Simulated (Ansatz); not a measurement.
Structures of Al₂Pt: which is lowest?

Plane-wave DFT in Ansatz with scalar-relativistic PAW potentials, cutoff 500 eV, Γ-centred meshes chosen by cell and gap, Gaussian smearing with energies taken to zero width. Every cell was relaxed (cell and atoms) in a run of its own, within the symmetry of its start. Functional: r2SCAN.

Relaxed structures (starts from databases or built by putting these elements on another compound's sites):
A. I4/mcm, 6 atoms in the computed cell, a = 6.043 Å, c = 5.275 Å; sites (symmetry × multiplicity) Al m.2m × 8, Pt 422 × 4; start: built
B. Fm-3m, 3 atoms in the computed cell, a = 5.904 Å; sites (symmetry × multiplicity) Al -43m × 8, Pt m-3m × 4; start: database

Q: Rank them by energy. Could pressure change the order?

A:
```csv
structure,group,E − E(lowest) (meV/atom),V (Å³/atom),gap on mesh (eV)
B,Fm-3m,0.0,17.15,0.00
A,I4/mcm,255,16.06,0.00
```

B is lowest, 255 meV/atom under A. A is denser by 1.09 Å³/atom, so pressure favours it: ΔE/ΔV, with ΔE in eV and 1 eV/Å³ = 160.2 GPa, gives about 37 GPa for equal enthalpy if both cells were rigid; at such pressures compression changes ΔV much, so this is a scale only. Other structures may lie lower than all of these, and vibrations aren't counted.

Spin-orbit coupling is left out, which matters for the bands of heavy elements.